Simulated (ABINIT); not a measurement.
ZrB2:

```
Zr B
1.0
     3.17000    0.00000    0.00000
    -1.58500    2.74530    0.00000
     0.00000    0.00000    3.53300
Zr B
1 2
Direct
  0.00000 0.00000 0.00000
  0.66667 0.33333 0.50000
  0.33333 0.66667 0.50000
```

Base run:

```yaml
Program: ABINIT 10.8.3 (patched build)
Functional: revPBE
Potentials_or_basis: JTH PAW PBE v2.0
Cutoff: 544 eV
k_mesh: 10 × 10 × 8
Occupations: fermi-dirac, width 0.05 eV
Spin: no spin polarisation
```

Its results: band gap on the k mesh none (metal or under the smearing width); pressure 3.1 GPa.

**Question.** The run is repeated on the same cell with these changes: functional from revPBE to PBE. What comes out?

**Answer.** Band gap on the k mesh none (metal or under the smearing width); pressure 0.5 GPa.

PBE binds more tightly than revPBE, so the same cell stands under less pressure.

Caveats: the PAW data sets were made with another functional, which shifts forces and pressure a little (some runs).
